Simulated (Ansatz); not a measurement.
MgS (zincblende): G0W0 against its settings

MgS in the zincblende structure, relaxed with r2SCAN; one-shot G0W0 in Ansatz without spin-orbit coupling. (Calculated; spin-unpolarised; the phase may be known or hypothetical.)

```cif
data_structure
_symmetry_space_group_name_H-M 'F-43m'
_symmetry_Int_Tables_number 216
_cell_length_a 5.6618
_cell_length_b 5.6618
_cell_length_c 5.6618
_cell_angle_alpha 90.000
_cell_angle_beta 90.000
_cell_angle_gamma 90.000
_cell_volume 181.49
loop_
_atom_site_label
_atom_site_type_symbol
_atom_site_symmetry_multiplicity
_atom_site_Wyckoff_symbol
_atom_site_fract_x
_atom_site_fract_y
_atom_site_fract_z
_atom_site_occupancy
Mg1 Mg 4 a 0.00000 0.00000 0.00000 1
S1 S 4 d 0.25000 0.25000 0.75000 1
```

Gaps are read over the mesh points alone. G0W0 here is at a finite number of bands, screening cutoff and k mesh, not at the basis limit.
```json
{"start": "PBE", "potentials": "PAW", "frequency model": "contour deformation", "mesh": "4×4×4", "empty bands": "73", "screening cutoff (eV)": "80", "Kohn-Sham gap (eV)": "3.46", "G0W0 gap (eV)": "4.90", "rough cost": "8 core-seconds"}
{"start": "PBE", "potentials": "PAW", "frequency model": "contour deformation", "mesh": "4×4×4", "empty bands": "170", "screening cutoff (eV)": "140", "Kohn-Sham gap (eV)": "3.46", "G0W0 gap (eV)": "5.02", "rough cost": "30 core-seconds"}
{"start": "PBE", "potentials": "PAW", "frequency model": "contour deformation", "mesh": "4×4×4", "empty bands": "313", "screening cutoff (eV)": "210", "Kohn-Sham gap (eV)": "3.46", "G0W0 gap (eV)": "5.08", "rough cost": "2.1 core-minutes"}
{"start": "HSE06", "potentials": "PAW", "frequency model": "contour deformation", "mesh": "4×4×4", "empty bands": "170", "screening cutoff (eV)": "140", "Kohn-Sham gap (eV)": "4.53", "G0W0 gap (eV)": "5.58", "rough cost": "70 core-seconds"}
{"start": "LDA", "potentials": "PAW", "frequency model": "contour deformation", "mesh": "4×4×4", "empty bands": "170", "screening cutoff (eV)": "140", "Kohn-Sham gap (eV)": "3.18", "G0W0 gap (eV)": "4.88", "rough cost": "30 core-seconds"}
{"start": "r2SCAN", "potentials": "PAW", "frequency model": "contour deformation", "mesh": "4×4×4", "empty bands": "170", "screening cutoff (eV)": "140", "Kohn-Sham gap (eV)": "4.14", "G0W0 gap (eV)": "5.39", "rough cost": "40 core-seconds"}
{"start": "PBE", "potentials": "PAW", "frequency model": "Godby-Needs pole", "mesh": "4×4×4", "empty bands": "170", "screening cutoff (eV)": "140", "Kohn-Sham gap (eV)": "3.46", "G0W0 gap (eV)": "5.00", "rough cost": "40 core-seconds"}
{"start": "PBE", "potentials": "PAW", "frequency model": "contour deformation", "mesh": "6×6×6", "empty bands": "73", "screening cutoff (eV)": "80", "Kohn-Sham gap (eV)": "3.47", "G0W0 gap (eV)": "4.91", "rough cost": "40 core-seconds"}
{"start": "PBE", "potentials": "norm-conserving", "frequency model": "contour deformation", "mesh": "4×4×4", "empty bands": "170", "screening cutoff (eV)": "140", "Kohn-Sham gap (eV)": "3.45", "G0W0 gap (eV)": "5.00", "rough cost": "70 core-seconds"}
```

The quasiparticle gap on this mesh is 5.08 eV (direct at Γ), against 3.46 eV from PBE: +1.62 eV. Renormalisation factors Z lie between 0.76 and 0.82.

Raising bands and cutoff together moves the gap by +0.12 eV (80 to 140 eV), then +0.06 eV (140 to 210 eV); the last step is still large, so the basis limit isn't reached. Starting from HSE06 (4.53 eV against PBE's 3.46 eV) gives 5.58 eV, +0.56 eV from G0W0@PBE at the same screening cutoff. Starting from LDA (3.18 eV against PBE's 3.46 eV) gives 4.88 eV, -0.14 eV from G0W0@PBE at the same screening cutoff. Starting from r2SCAN (4.14 eV against PBE's 3.46 eV) gives 5.39 eV, +0.37 eV from G0W0@PBE at the same screening cutoff. The Godby-Needs plasmon pole differs from contour deformation by -0.02 eV. A 6×6×6 mesh in place of 4×4×4 changes the opening over PBE by +0.01 eV (the gap on the mesh by +0.01 eV). Norm-conserving potentials (wave cutoff 1143 eV against 420 eV) shift the quasiparticle gap by -0.02 eV and the PBE gap by -0.01 eV. r2SCAN runs take a wave cutoff of 500 eV.
